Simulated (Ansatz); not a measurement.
Redistribution: C3H6Cl2 + C4H8 → C3H7Cl + C4H7Cl

Gas-phase species: C3H6Cl2 (2,2-dichloropropane) `CC(C)(Cl)Cl`, singlet; C4H8 (1-butene) `C=CCC`, singlet; C3H7Cl (2-chloropropane) `CC(C)Cl`, singlet; C4H7Cl (cis-1-chloro-1-butene) `CC/C=C\Cl`, singlet. The partners trade Cl for H; both sit on C, so the bond types are kept.

Shapes, held fixed at every level: PBE0-D4/def2-TZVP. Flexible molecules stand in one conformer, not always the lowest. Programs: Ansatz 0.2.0. The zero-point and thermal change to 298 K, harmonic and unscaled (PBE0-D4/def2-TZVP), is +2.8 kJ/mol.

```
               level                    kind  ΔH(298 K) (kJ/mol)  less CCSD(T)/CBS estimate
   PBE-D4/def2-TZVPP                     GGA               -10.8                       -7.9
r2SCAN-D4/def2-TZVPP                meta-GGA                -8.3                       -5.4
 B3LYP-D4/def2-TZVPP           global hybrid                -8.8                       -5.9
  wB97X-V/def2-TZVPP  range-separated hybrid                -6.7                       -3.8
      MP2/def2-TZVPP     perturbation theory                -2.2                       +0.7
  CCSD(T)/def2-TZVPP   coupled cluster or CI                -4.4                       -1.5
CCSD(T)/CBS estimate   coupled cluster or CI                -2.9                        0.0
```

The highest level, CCSD(T)/CBS estimate, gives ΔH(298 K) = -2.9 kJ/mol; the levels span -10.8 to -2.2. That is about zero within the method's error. The column of differences is taken from that level and isn't an error. No measured value is set beside it here. The CBS estimate extrapolates MP2 from def2-TZVPP and def2-QZVPP and adds CCSD(T) − MP2 in the triple-zeta set, cores frozen.
